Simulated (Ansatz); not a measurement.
# Rb (Fm-3m), symmetry broken, then relaxed

These are results of DFT PBE+D3(BJ), scalar-relativistic, plane waves, PAW in Ansatz 0.2.0, not measurements. The runs took a 420 eV cutoff, a Γ-centred 8×8×6 mesh and Gaussian smearing (0.15 eV). No spin polarisation. Energies are free energies at this smearing, counted from the undisturbed cell; pressure is positive in compression.

The starting cell (relaxed at this level; this fcc form isn't the usual structure):

```
Rb
1.0
     0.00000   -3.50653   -3.50653
     0.00000    3.50653   -3.50653
     7.01307    0.00000    0.00000
Rb
2
Direct
  0.50000 0.50000 0.50000
  0.00000 0.00000 0.00000
```

The atoms are displaced (Å, in the unstrained cell):

| atom | ux | uy | uz |
| --- | --- | --- | --- |
| Rb1 | -0.015 | 0.031 | 0.032 |
| Rb2 | 0.015 | -0.031 | -0.032 |

Cell and atoms are then relaxed.

Q: Does the relaxation return to the undisturbed structure?

A: Yes (up to a choice of domain or origin): same space group and volume, and an energy 0.0 meV/atom from it. The disturbance itself cost 0.5 meV/atom. The final space group reads Fm-3m (tolerance 0.05 Å) and the volume changes by -0.33 %.

Final structure:

```
Rb
1.0
    -0.00001   -3.50652   -3.50654
     0.00000    3.50687   -3.50688
     6.98915    0.00001    0.00001
Rb
2
Direct
  0.50059 0.50001 0.49986
  0.99941 0.99999 0.00014
```

The relaxation, step by step (energy from the first step; small jumps at an unchanged geometry come where the plane waves are selected anew for the new cell):

```tsv
step	ΔE (meV/atom)	largest force component (eV/Å)	pressure (GPa)
1	0.0	0.013	-0.01
2	-0.1	0.011	-0.01
3	-0.5	0.001	0.00
4	-0.5	0.001	0.00
```

Cost: 3 runs of about 2 core-minutes in all, on Arm Neoverse V2 (shared hosts).